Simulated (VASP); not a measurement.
Crystal: ZrN.

```
CELL_PARAMETERS angstrom
0.00000 2.28750 2.28750
2.28750 0.00000 2.28750
2.28750 2.28750 0.00000
ATOMIC_POSITIONS crystal
Zr 0.00000 0.00000 0.00000
N 0.50000 0.50000 0.50000
```

The cell was built by a generator and isn't the measured one.

Base run:

| Item | Value |
| --- | --- |
| Program | VASP 6.6.1 |
| Functional | PBEsol |
| Potentials or basis | VASP PAW PBE potentials, release 64 (Zr_sv, N) |
| Cutoff | 520 eV |
| k mesh | 20 × 20 × 20 |
| Occupations | fermi-dirac, width 0.05 eV |
| Spin | no spin polarisation |

Its results: band gap on the k mesh none (metal or under the smearing width); pressure -3.5 GPa.

Q: The run is repeated on the same cell with these changes: functional from PBEsol to PBE. What comes out?

A: Band gap on the k mesh none (metal or under the smearing width); pressure 3.6 GPa.

PBE binds less tightly than PBEsol, so the same cell stands under more pressure.

Caveats: the PAW data sets were made with another functional, which shifts forces and pressure a little (some runs).
